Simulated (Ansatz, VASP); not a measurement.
## One calculation of Te, two programs

INCAR

```
SYSTEM = Te
  PREC = Accurate
  ENCUT = 520
  EDIFF = 1E-7
  ISMEAR = -1
  SIGMA = 0.05
  LREAL = .FALSE.
  LASPH = .TRUE.
  NELM = 60
  ALGO = Normal
  ISIF = 2
  LWAVE = .FALSE.
  LCHARG = .FALSE.
  GGA = PE
  NBANDS = 16
```

The input KPOINTS:

```
regular mesh
0
G
  7 7 5
  0 0 0
```

Contents of POSCAR:

```
Te
1.0
    3.8455900958     -2.1624295219      0.0000000000
    3.8455900958      2.1624295219      0.0000000000
   -0.0949153283      0.0000000000      6.0156685658
Te
3
Direct
    0.0000000000      0.0000000000      0.0000000000
    0.3094466100      0.3094466100      0.3388094900
    0.6905533900      0.6905533900      0.6611905100
```

The input input.yaml:

```yaml
crystal:
  lattice:
    - [3.8455900958, -2.1624295219, 0.0]
    - [3.8455900958, 2.1624295219, 0.0]
    - [-0.0949153283, 0.0, 6.0156685658]
  atoms:
    - { symbol: Te, position: [0.0, 0.0, 0.0] }
    - { symbol: Te, position: [0.30944661, 0.30944661, 0.33880949] }
    - { symbol: Te, position: [0.69055339, 0.69055339, 0.66119051] }
hamiltonian:
  xc: pbe
  pseudopotentials: { kind: paw }
kpoints:
  mp_grid: { grid: [7, 7, 5] }
scf:
  occupations: { method: fermi_dirac, width: 0.05 }
output:
  forces: true
  stress: true
  eigenvalues: true
  write_density: true
  write_potential: true
  elf: true
  volumetric_format: npy
```

Change from the starting cell: volume scaled by 1.02.

Alike in both runs: task single point; functional PBE; k mesh 7 × 7 × 5; occupations fermi-dirac, width 0.05 eV; no spin polarisation.

```csv
,VASP,Ansatz
version,VASP 6.6.1,Ansatz 0.2.0
potentials or method,"VASP PAW PBE potentials, release 64 (Te)",Ansatz PAW
plane-wave cutoff (eV),520,420
valence electrons in the cell,18,48
```

|  | VASP | Ansatz | Ansatz less VASP |
| --- | --- | --- | --- |
| gap on the k mesh at the Fermi level (eV) | 0.05 | 0.05 | -0.001 |
| least direct gap on the mesh (eV) | 0.20 | 0.21 | +0.002 |
| pressure (GPa) | -0.4 | -0.4 | +0.03 |
| largest component of the traceless stress (GPa) | 0.30 | 0.30 | +0.003 |
| rms of the force components (eV/Å) | 0.026 | 0.025 | -0.0014 |

Atom by atom the forces differ by 0.002 eV/Å (rms over components). The two sets of potentials don't hold the same shells in valence.

Caveats: spin-orbit coupling is left out, which moves the levels of the heavy elements (VASP); an odd mesh through Γ misses points on the zone boundary, where band edges often lie (VASP).
